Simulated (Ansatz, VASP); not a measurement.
# One calculation of ZnSe, two programs

File INCAR:

```
  ALGO = Normal
  EDIFF = 1E-6
  ENCUT = 520
  GGA = PE
  ISIF = 2
  ISMEAR = -1
  LASPH = T
  LCHARG = F
  LREAL = F
  LWAVE = F
  NBANDS = 16
  NELM = 100
  PREC = Accurate
  SIGMA = 0.03
```

The input KPOINTS:

```
k-points
0
Gamma
  8 8 8
```

POSCAR

```
ZnSe
1.0
    0.0000000000      2.7764432175      2.7764432175
    2.7764432175      0.0000000000      2.7764432175
    2.7764432175      2.7764432175      0.0000000000
Zn Se
1 1
Direct
    0.0000000000      0.0000000000      0.0000000000
    0.7500000000      0.7500000000      0.7500000000
```

Input for Ansatz:

```yaml
crystal:
  lattice:
    - [0.0, 2.7764432175, 2.7764432175]
    - [2.7764432175, 0.0, 2.7764432175]
    - [2.7764432175, 2.7764432175, 0.0]
  atoms:
    - { symbol: Zn, position: [0.0, 0.0, 0.0] }
    - { symbol: Se, position: [0.75, 0.75, 0.75] }
kpoints:
  mp_grid: { grid: [8, 8, 8] }
scf:
  occupations: { method: fermi_dirac, width: 0.03 }
hamiltonian:
  xc: pbe
  pseudopotentials: { kind: all_electron, lapw: { basis_error: 0.001 } }
output:
  forces: true
  stress: true
  eigenvalues: true
```

Change from the starting cell: volume scaled by 0.9405.

Alike in both runs: task single point; functional PBE; k mesh 8 × 8 × 8; occupations fermi-dirac, width 0.03 eV; no spin polarisation.

```csv
,VASP,Ansatz
version,VASP 6.6.1,Ansatz 0.2.0
potentials or method,"VASP PAW PBE potentials, release 64 (Zn, Se)","all-electron LAPW, scalar-relativistic"
plane-wave cutoff (eV),520,see its input
```

```tsv
	VASP	Ansatz	Ansatz less VASP
gap on the k mesh at the Fermi level (eV)	1.54	1.54	-0.002
pressure (GPa)	7.0	6.8	-0.28
```

Ansatz ran all-electron here, so the differences hold the error of VASP's frozen core and of both bases.
